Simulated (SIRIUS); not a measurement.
Runs of SIRIUS 7.10.0 on GaAs. The structure is cubic, space group F-43m (No. 216). Conventional cell: a = 5.654 Å, b = 5.654 Å, c = 5.654 Å, α = 90.00°, β = 90.00°, γ = 90.00°. As (site symmetry -43m) is surrounded by 4 Ga at 2.45 Å. Around Ga (site symmetry -43m) lie 4 As at 2.45 Å. 

```csv
task,level,potentials or basis,k mesh,energy tol,density tol,mixer,mixing beta,max scf,gap on the mesh (eV),pressure (GPa),V0 of scaled cells (Å³/atom),B0 (GPa)
equation of state,PBE,PseudoDojo 0.4.1 PBE standard (scalar relativistic),8 × 8 × 8,-,-,-,-,-,-,-,23.74,61
single point,PBEsol,PseudoDojo 0.4.1 PBEsol standard (scalar relativistic),8 × 8 × 8,1e-08 Ha,1e-06,anderson,0.7,100,0.44,0.3,-,-
single point,PBE,PseudoDojo 0.4.1 PBE standard (scalar relativistic),8 × 8 × 8,1e-08 Ha,1e-06,anderson,0.7,100,0.52,3.4,-,-
equation of state,PBEsol,PseudoDojo 0.4.1 PBEsol standard (scalar relativistic),8 × 8 × 8,-,-,-,-,-,-,-,(b),69
single point,LDA,PseudoDojo 0.4.1 PBE standard (scalar relativistic),7 × 7 × 7,1e-08 Ha,1e-06,anderson,0.7,100,0.18,(a),-,-
single point,PBEsol,PseudoDojo 0.4.1 PBE standard (scalar relativistic),7 × 7 × 7,1e-08 Ha,1e-06,anderson,0.7,100,(c),0.3,-,-
```

Alike in all rows: no spin polarisation; cell as given; cutoff (eV) 1152; smearing fermi-dirac 0.05 eV.

Problem. Estimate the missing entries.

Solution. (a) -2.6; (b) 22.68; (c) 0.43.

Caveats: the potentials were made for another functional, which shifts forces and pressure (some runs); an odd mesh through Γ misses points on the zone boundary, where band edges often lie (some runs).

A k mesh can miss the band edges, and the runs leave out spin-orbit coupling on As, Ga.

Not every run made on this cell is shown here.
